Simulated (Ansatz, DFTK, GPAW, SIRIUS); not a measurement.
**Cost and result for the equilibrium volume of Bi**

It takes space group Im-3m (No. 229, cubic). Conventional cell: a = 3.963 Å, b = 3.963 Å, c = 3.963 Å, α = 90.00°, β = 90.00°, γ = 90.00°. Bi (site symmetry m-3m) is surrounded by 8 Bi at 3.43 Å.

This isn't the form of Bi at room conditions, which is rhombohedral.

| rung | level | program and potentials | cutoff (eV) | k mesh | smearing | task | core time | chip | equilibrium volume (Å³/atom) | notes |
| --- | --- | --- | --- | --- | --- | --- | --- | --- | --- | --- |
| GGA + dispersion | PBEsol+D3(BJ) | Ansatz, Ansatz PAW | 420 | 9 × 9 × 9 | fermi-dirac 0.05 | relaxation of cell and atoms | 5.2 s | Arm Neoverse V1 | 28.52 | potentials made for PBE, which Ansatz adapts in part |
| GGA + dispersion | PBEsol+D4 | Ansatz, Ansatz PAW | 420 | 9 × 9 × 9 | fermi-dirac 0.05 | relaxation of cell and atoms | 5.4 s | Arm Neoverse V1 | 29.17 | potentials made for PBE, which Ansatz adapts in part |
| GGA + dispersion | PBEsol+D3(BJ)+ATM | Ansatz, Ansatz PAW | 420 | 9 × 9 × 9 | fermi-dirac 0.05 | relaxation of cell and atoms | 5.4 s | Arm Neoverse V1 | 28.69 | potentials made for PBE, which Ansatz adapts in part |
| meta-GGA + dispersion | r2SCAN+D4 | Ansatz, Ansatz PAW | 500 | 9 × 9 × 9 | fermi-dirac 0.05 | relaxation of cell and atoms | 8 s | Arm Neoverse V1 | 30.70 | potentials made for PBE, which Ansatz adapts in part |
| GGA | PBEsol | Ansatz, all-electron LAPW, scalar-relativistic | - | 9 × 9 × 9 | fermi-dirac 0.05 | relaxation of cell and atoms | 8.2 s | Arm Neoverse V2 | 30.07 | - |
| meta-GGA + dispersion | r2SCAN+D3(BJ) | Ansatz, Ansatz PAW | 500 | 9 × 9 × 9 | fermi-dirac 0.05 | equation of state | 11 s | AMD EPYC 9B14 Zen 4 | 30.46 | potentials made for PBE, which Ansatz adapts in part |
| GGA + dispersion | PBEsol+D3(BJ) | Ansatz, all-electron LAPW, scalar-relativistic | - | 9 × 9 × 9 | fermi-dirac 0.05 | relaxation of cell and atoms | 11 s | Arm Neoverse V1 | 28.53 | - |
| meta-GGA | r2SCAN | Ansatz, Ansatz PAW | 500 | 9 × 9 × 9 | fermi-dirac 0.05 | equation of state | 18 s | AMD EPYC 7R43 Zen 3 | 31.16 | potentials made for PBE, which Ansatz adapts in part |
| GGA | PBEsol | GPAW, PAW data sets generated for this functional | 600 | 9 × 9 × 9 | fermi-dirac 0.05 | equation of state | 32 s | Intel Xeon 6975P-C Granite Rapids | 29.98 | - |
| hybrid | PBEsol0 | Ansatz, Ansatz PAW | 420 | 5 × 5 × 5 | fermi-dirac 0.05 | relaxation of cell and atoms | 80 s | Intel Xeon | 29.03 | coarse mesh; potentials made for PBE, which Ansatz adapts in part |
| GGA | PBEsol | SIRIUS, PseudoDojo 0.4.1 PBEsol standard (scalar relativistic) | 915 | 9 × 9 × 9 | fermi-dirac 0.05 | equation of state | 98 s | Arm Neoverse V2 | 30.08 | - |
| hybrid | HSE06 | Ansatz, Ansatz PAW | 420 | 6 × 6 × 6 | fermi-dirac 0.05 | equation of state | 1.8 min | AMD EPYC 7R13 Zen 3 | 30.71 | coarse mesh; potentials made for PBE, which Ansatz adapts in part |
| hybrid | PBE0 | Ansatz, Ansatz PAW | 420 | 5 × 5 × 5 | fermi-dirac 0.05 | relaxation of cell and atoms | 1.8 min | Intel Xeon | 29.95 | coarse mesh; potentials made for PBE, which Ansatz adapts in part |
| hybrid | r2SCAN0 | Ansatz, Ansatz PAW | 500 | 5 × 5 × 5 | fermi-dirac 0.05 | equation of state | 1.9 min | Intel Xeon Ice Lake | 29.85 | coarse mesh; potentials made for PBE, which Ansatz adapts in part |
| LDA | LDA | DFTK, PseudoDojo SR LDA 0.4.1 standard (LDA) | 952 | 7 × 7 × 7 | fermi-dirac 0.05 | equation of state | 7.1 min | Intel Xeon Platinum 8259CL Skylake/Cascade Lake | 29.90 | far from this level's other runs, cause not traced |

Times are single runs on shared hosts and different chips, so they are rough; meshes, cutoffs and the tasks' sizes weigh on the time. All rows: no spin polarisation. Smearing widths are in eV. For a metal such meshes aren't converged. Meshes differ between rows, which moves values too. Meshes are those of the run's cell of 1 atom unless a note names another. Relaxations start from the cell shown or near it and stop with a little pressure left. Runs on faulty files, with rough fits or with known faults for this quantity aren't shown. PBE isn't shown for this crystal. No row holds spin-orbit coupling.

By rung: LDA 29.90; GGA + dispersion 28.52 to 29.17; GGA 29.98 to 30.08; meta-GGA + dispersion 30.46 to 30.70; meta-GGA 31.16; hybrid on coarse meshes 29.03 to 30.71 (Å³/atom).
